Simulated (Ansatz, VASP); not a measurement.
## Hf2N: VASP beside Ansatz

```
Hf N
1.0
     5.61981    0.00000    0.00000
     0.00000    5.25216    0.00000
     0.00000    0.00000    3.20058
Hf N
4 2
Direct
  0.30920 0.28160 0.00000
  0.69080 0.71840 0.00000
  0.80920 0.21840 0.50000
  0.19080 0.78160 0.50000
  0.00000 0.00000 0.00000
  0.50000 0.50000 0.50000
```

Change from the starting cell: mode 4 frozen in at +0.102 Å, normal strain along x +0.0700.

Alike in both runs: task single point; functional LDA; k mesh 8 × 8 × 12; occupations gaussian, width 0.15 eV; no spin polarisation.

|  | VASP | Ansatz |
| --- | --- | --- |
| version | VASP 6.6.1 | Ansatz 0.2.0 |
| potentials or method | VASP PAW LDA potentials, release 64 (Hf_pv, N) | scalar-relativistic, plane waves, PAW |
| plane-wave cutoff (eV) | 520 | 520 |
| valence electrons in the cell | 50 | 114 |

Ansatz gave:

| Quantity | Value |
| --- | --- |
| gap on the k mesh at the Fermi level (eV) | none |
| pressure (GPa) | -12.6 |
| largest component of the traceless stress (GPa) | 5.82 |
| rms of the force components (eV/Å) | 0.124 |

Q: Which values does VASP return?

A: gap on the k mesh at the Fermi level (eV): none; pressure (GPa): -13.0; largest component of the traceless stress (GPa): 5.85; rms of the force components (eV/Å): 0.124.

Atom by atom the forces differ by 0.005 eV/Å (rms over components). A gap of «none» marks a metal or a gap that the smearing closes. The two sets of potentials don't hold the same shells in valence. Ansatz warned: «pseudo_functional_mismatch».

Spin-orbit coupling is left out, which matters for the levels of Hf.
